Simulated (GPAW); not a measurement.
KI:

```
CELL_PARAMETERS angstrom
0.00000 3.53277 3.53277
3.53277 0.00000 3.53277
3.53277 3.53277 0.00000
ATOMIC_POSITIONS crystal
I 0.50000 0.50000 0.50000
K 0.00000 0.00000 0.00000
```

| Item | Value |
| --- | --- |
| Program | GPAW 26.7.0 |
| Task | relaxation of cell and atoms |
| Functional | RPBE |
| Potentials or basis | the program's PAW data sets (release 1.2.1) made for this functional |
| Cutoff | 600 eV |
| Basis | pw |
| k mesh | 7 × 7 × 7 |
| Occupations | fermi-dirac, width 0.05 eV |
| Spin | no spin polarisation |

At the start: pressure 1.7 GPa; volume 44.09 Å³/atom.

**Question.** How do energy, volume and symmetry change on relaxing?

**Answer.** Over 4 steps the energy falls by 33.4 meV/atom and the volume is 50.96 Å³/atom (+15.6 %); space group Fm-3m (No. 225, to 0.05 Å).

Step by step:
| step | energy change (eV) | largest force (eV/Å) | pressure (GPa) | volume (Å³) |
| --- | --- | --- | --- | --- |
| 1 | 0.0000 | 0.0000 | 1.73 | 88.18 |
| 2 | -0.0093 | 0.0000 | 1.57 | 89.08 |
| 3 | -0.0654 | 0.0000 | 0.19 | 100.04 |
| 4 | -0.0667 | 0.0000 | 0.03 | 101.91 |

Final structure:
```
I K
1.0
     0.00000    3.70740    3.70740
     3.70740    0.00000    3.70740
     3.70740    3.70740    0.00000
I K
1 1
Direct
  0.50000 0.50000 0.50000
  0.00000 0.00000 0.00000
```

Caveat: later steps reuse the first step's grids; the volume moved by over 15 % at a fixed basis, so the end points are rough.
